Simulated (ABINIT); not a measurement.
# Bi (Im-3m) in ABINIT: further runs, part 2 of 2

ABINIT 10.8.3 (patched build). Earlier steps stand in the parts before.

### 6 Band structure, BP86

run.abi

```
ndtset 2

pp_dirpath "./"
pseudos "Bi.GGA_PBE-JTH.xml"

acell 3.4319383527 3.4319383527 3.4319383527 Angstrom
rprim
    -0.5773502692     0.5773502692     0.5773502692
     0.5773502692    -0.5773502692     0.5773502692
     0.5773502692     0.5773502692    -0.5773502692
ntypat 1
znucl 83
natom 1
typat 1
xred
     0.0000000000     0.0000000000     0.0000000000

ecut 15.0
pawecutdg 30.0

ixc -106132

occopt 3
tsmear 0.05 eV

nstep 100

iomode 3
prtwf 0
prteig 0
prtebands 0
enunit 1
prtden1 1
prtvha1 1
prtvclmb1 1
prtpot1 1

kptopt1 1
ngkpt1 9 9 9
nshiftk1 1
shiftk1 0.0 0.0 0.0
nband1 12
tolvrs1 1.0e-9

iscf2 -2
getden2 1
nband2 16
nbdbuf2 2
tolwfr2 1.0e-12
kptopt2 -5
ndivsm2 8
prteig2 1
kptbounds2
     0.0000000000     0.0000000000     0.0000000000
     0.5000000000    -0.5000000000     0.5000000000
     0.0000000000     0.0000000000     0.5000000000
     0.0000000000     0.0000000000     0.0000000000
     0.2500000000     0.2500000000     0.2500000000
     0.5000000000    -0.5000000000     0.5000000000
```

Potentials or basis: JTH PAW PBE v2.0.

Run with:

```bash
abinit run.abi > log 2>&1
```

run.abo:

```text
.Version 10.8.3 of ABINIT
 DATASET    1 : space group Im -3 m (#229); Bravais cI (body-center cubic)
================================================================================
 Values of the parameters that define the memory need for DATASET  1.
     intxc =       0    ionmov =       0      iscf =      17    lmnmax =      18
     lnmax =       6     mgfft =      24  mpssoang =       3    mqgrid =    3001
     natom =       1  nloc_mem =       2    nspden =       1   nspinor =       1
    nsppol =       1      nsym =      48    n1xccc =       1    ntypat =       1
    occopt =       3   xclevel =       2
       mpw =         600          nfft =       13824          nkpt =          35
 PAW method is used; the additional fine FFT grid is defined by:
   mgfftf=        32    nfftf =     32768
================================================================================
================================================================================

 DATASET    2 : space group Im -3 m (#229); Bravais cI (body-center cubic)
================================================================================
 Values of the parameters that define the memory need for DATASET  2.
     intxc =       0    ionmov =       0      iscf =      -2    lmnmax =      18
     lnmax =       6     mgfft =      24  mpssoang =       3    mqgrid =    3001
     natom =       1  nloc_mem =       2    nspden =       1   nspinor =       1
    nsppol =       1      nsym =      48    n1xccc =       1    ntypat =       1
    occopt =       3   xclevel =       2
       mpw =         598          nfft =       13824          nkpt =          48
 PAW method is used; the additional fine FFT grid is defined by:
   mgfftf=        32    nfftf =     32768
================================================================================
================================================================================

--------------------------------------------------------------------------------
------------- Echo of variables that govern the present computation ------------
--------------------------------------------------------------------------------
 -outvars: echo values of preprocessed input variables --------
            acell      6.4854235676E+00  6.4854235676E+00  6.4854235676E+00 Bohr
              amu      2.08980370E+02
             ecut      1.50000000E+01 Hartree
           enunit           1
           getden1          0
           getden2          1
             iscf1         17
             iscf2         -2
              ixc     -106132
           jdtset        1    2
           kptopt1          1
           kptopt2         -5
         kptrlatt        9    0    0      0    9    0      0    0    9
          kptrlen1     5.83688121E+01
          kptrlen2     3.00000000E+01
            natom           1
            nband1         12
            nband2         16
           nbdbuf1          0
           nbdbuf2          2
           ndtset           2
           ndivsm1          0
           ndivsm2          8
            ngfft          24      24      24
          ngfftdg          32      32      32
             nkpt1         35
             nkpt2         48
            nstep         100
             nsym          48
           ntypat           1
           occopt           3
        pawecutdg      3.00000000E+01 Hartree
[... 514 lines left out ...]
  2.0472E-01  2.0472E-01  2.5906E-01  4.5671E-01  4.5671E-01  7.9770E-01
  8.8137E-01  9.2645E-01  9.2645E-01  1.0887E+00
 Non-SCF case, kpt   47 (  0.47500 -0.42500  0.47500), residuals and eigenvalues=
  4.59E-13  6.45E-13  3.08E-13  7.68E-13  3.18E-13  6.70E-13  5.81E-13  3.60E-13
  2.53E-13  4.93E-13  5.89E-13  6.84E-13  7.29E-13  1.43E-13  3.40E-13  8.65E-07
 -5.5866E-01 -5.5866E-01 -5.5163E-01 -5.5129E-01 -5.5129E-01 -2.9014E-02
  2.1542E-01  2.1542E-01  2.3019E-01  4.3193E-01  4.3193E-01  8.5255E-01
  9.0834E-01  9.3885E-01  9.3885E-01  1.0712E+00
 Non-SCF case, kpt   48 (  0.50000 -0.50000  0.50000), residuals and eigenvalues=
  4.91E-13  6.95E-13  7.16E-13  3.18E-13  5.99E-13  9.44E-13  4.65E-13  8.05E-13
  6.78E-13  3.75E-13  8.44E-13  9.13E-13  4.81E-13  5.81E-13  6.94E-13  2.30E-11
 -5.5880E-01 -5.5880E-01 -5.5122E-01 -5.5122E-01 -5.5122E-01 -2.4780E-02
  2.1973E-01  2.1973E-01  2.1973E-01  4.2293E-01  4.2293E-01  8.6315E-01
  9.4416E-01  9.4416E-01  9.4416E-01  1.0640E+00

--- !ResultsGS
iteration_state: {dtset: 2, }
comment   : Summary of ground state results
lattice_vectors:
- [ -3.7443610,   3.7443610,   3.7443610, ]
- [  3.7443610,  -3.7443610,   3.7443610, ]
- [  3.7443610,   3.7443610,  -3.7443610, ]
lattice_lengths: [   6.48542,    6.48542,    6.48542, ]
lattice_angles: [109.471, 109.471, 109.471, ] # degrees, (23, 13, 12)
lattice_volume:   2.0998736E+02
convergence: {deltae:  0.000E+00, res2:  0.000E+00, residm:  9.998E-13, diffor:  0.000E+00, }
etotal    :  -7.22144811E+01
entropy   :   0.00000000E+00
fermie    :   2.86661791E-01
cartesian_stress_tensor: null
pressure_GPa: null
xred      :
- [  0.0000E+00,   0.0000E+00,   0.0000E+00, Bi]
cartesian_forces: null
force_length_stats: {min: null, max: null, mean: null, }
...

 Integrated electronic density in atomic spheres:
 ------------------------------------------------
 Atom  Sphere_radius  Integrated_density
    1        2.41231         12.16481493

================================================================================

 ----iterations are completed or convergence reached----

 Mean square residual over all n,k,spin=   55.074E-14; max=  99.980E-14
 reduced coordinates (array xred) for    1 atoms
       0.000000000000      0.000000000000      0.000000000000

 cartesian coordinates (angstrom) at end:
    1      0.00000000000000     0.00000000000000     0.00000000000000
 length scales=  6.485423567602  6.485423567602  6.485423567602 bohr
              =  3.431938352700  3.431938352700  3.431938352700 angstroms
 Eigenvalues (   eV  ) for nkpt=  48  k points:
 kpt#   1, nband= 16, wtk=  1.00000, kpt=  0.0000  0.0000  0.0000 (reduced coord)
 -15.19389  -15.19389  -15.19389  -15.06609  -15.06609   -5.75067   12.80816   12.80816
  12.80816   17.02032   18.50047   18.50047   18.50047   19.51594   19.51594   19.51594
 kpt#   2, nband= 16, wtk=  1.00000, kpt=  0.0455 -0.0455  0.0455 (reduced coord)
 -15.18983  -15.18954  -15.18954  -15.06814  -15.06538   -5.67581   12.15919   12.56906
  12.56906   17.63534   17.80298   18.10853   18.10853   19.55450   20.34493   20.34493
 kpt#   3, nband= 16, wtk=  1.00000, kpt=  0.0909 -0.0909  0.0909 (reduced coord)
 -15.18101  -15.18101  -15.17842  -15.07610  -15.06554   -5.45256   10.87882   11.91568
  11.91568   16.67339   17.89055   17.89055   18.66588   19.67115   21.80584   21.81648
 kpt#   4, nband= 16, wtk=  1.00000, kpt=  0.1364 -0.1364  0.1364 (reduced coord)
 -15.16642  -15.16642  -15.15907  -15.08870  -15.06616   -5.08532    9.54676   11.01198
  11.01198   15.58953   18.07656   18.07656   19.44736   19.86884   23.35806   23.49223
 kpt#   5, nband= 16, wtk=  1.00000, kpt=  0.1818 -0.1818  0.1818 (reduced coord)
 -15.14727  -15.14727  -15.13594  -15.10518  -15.07350   -4.58334    8.33899   10.02269
  10.02269   14.62152   18.58315   18.58315   20.07259   20.15119   23.40399   25.29751
 kpt#   6, nband= 16, wtk=  1.00000, kpt=  0.2273 -0.2273  0.2273 (reduced coord)
 -15.12489  -15.12251  -15.12251  -15.10991  -15.08543   -3.96366    7.31911    9.05551
[... 113 lines left out ...]
 -15.15280  -15.15280  -15.12569  -15.01644  -15.01644   -1.75412    4.90286    4.90286
   9.51353   14.63314   14.63314   17.55753   23.68803   24.48799   24.48799   30.45105
 kpt#  45, nband= 16, wtk=  1.00000, kpt=  0.4250 -0.2750  0.4250 (reduced coord)
 -15.17301  -15.17301  -15.08077  -15.00918  -15.00918   -1.42634    5.22098    5.22098
   8.19093   13.41736   13.41736   19.59570   23.78462   24.82732   24.82732   30.15136
 kpt#  46, nband= 16, wtk=  1.00000, kpt=  0.4500 -0.3500  0.4500 (reduced coord)
 -15.18983  -15.18983  -15.03826  -15.00392  -15.00392   -1.07690    5.57069    5.57069
   7.04928   12.42779   12.42779   21.70656   23.98333   25.20994   25.20994   29.62519
 kpt#  47, nband= 16, wtk=  1.00000, kpt=  0.4750 -0.4250  0.4750 (reduced coord)
 -15.20180  -15.20180  -15.01068  -15.00124  -15.00124   -0.78951    5.86180    5.86180
   6.26368   11.75348   11.75348   23.19895   24.71728   25.54739   25.54739   29.14920
 kpt#  48, nband= 16, wtk=  1.00000, kpt=  0.5000 -0.5000  0.5000 (reduced coord)
 -15.20561  -15.20561  -14.99953  -14.99953  -14.99953   -0.67430    5.97918    5.97918
   5.97918   11.50855   11.50855   23.48739   25.69182   25.69182   25.69182   28.95158

== END DATASET(S) ==============================================================
================================================================================

 -outvars: echo values of variables after computation  --------
            acell      6.4854235676E+00  6.4854235676E+00  6.4854235676E+00 Bohr
           etotal1    -7.2214481078E+01
            fcart1    -0.0000000000E+00 -0.0000000000E+00 -0.0000000000E+00
            rprim     -5.7735026920E-01  5.7735026920E-01  5.7735026920E-01
                       5.7735026920E-01 -5.7735026920E-01  5.7735026920E-01
                       5.7735026920E-01  5.7735026920E-01 -5.7735026920E-01
           strten1     3.6744076520E-06  3.6744076520E-06  3.6744076520E-06
                       0.0000000000E+00  0.0000000000E+00  0.0000000000E+00
 Calculation completed.
```

Wall time 21 s (1 thread of Arm Neoverse V1, shared host); peak memory 0.11 GiB.

What came out:

| Property | Result |
| --- | --- |
| Free energy | -1965.0561 eV |
| Band gap on the k mesh | none (metal or under the smearing width) |
| Valence electrons inside the program's atomic spheres | Bi 12.16 (radii [1.2765] Å) |

Levels at the corners of the path, in eV from the Fermi level:
| point | band 4 | band 5 | band 6 | band 7 | band 8 | band 9 | band 10 | band 11 |
| --- | --- | --- | --- | --- | --- | --- | --- | --- |
| Γ | -22.87 | -22.87 | -13.55 | 5.01 | 5.01 | 5.01 | 9.22 | 10.70 |
| H | -22.80 | -22.80 | -8.47 | -1.82 | -1.82 | -1.82 | 3.71 | 3.71 |
| N | -22.87 | -22.78 | -10.55 | -5.03 | 1.51 | 3.43 | 6.10 | 7.68 |
| Γ | -22.87 | -22.87 | -13.55 | 5.01 | 5.01 | 5.01 | 9.22 | 10.70 |
| P | -22.87 | -22.87 | -10.03 | -2.30 | -2.30 | -2.30 | 15.05 | 15.05 |
| H | -22.80 | -22.80 | -8.47 | -1.82 | -1.82 | -1.82 | 3.71 | 3.71 |

Caveat: the cutoff is too short for stress, so the log's stress isn't used; the PAW data sets were made with another functional, which shifts forces and pressure a little; spin-orbit coupling is left out, which moves the levels of the heavy elements.

### 7 The runs side by side

| task | level | spin | dispersion computed by | gap on the mesh (eV) |
| --- | --- | --- | --- | --- |
| band structure | AM05 | SOC, no magnetisation | - | none |
| band structure | rPW86PBE | off | - | none |
| equation of state | BLYP+D4 | off | dftd4 4.3.1 | - |
| band structure | PBE | off | - | none |
| band structure | BP86 | off | - | none |

Alike in all rows: potentials or basis JTH PAW PBE v2.0; cell as given; k mesh 9 × 9 × 9; cutoff (eV) 408; smearing fermi-dirac 0.05 eV.

Every run on the cell as given and a fine mesh finds a metal.

Caveats: the PAW data sets were made with another functional, which shifts forces and pressure a little (some runs); spin-orbit coupling is left out, which moves the levels of the heavy elements (some runs); pressures at fixed basis lie under the slope of the energies (some runs).

Total energies depend on the potentials used, so only differences within one code and one set of settings carry meaning.
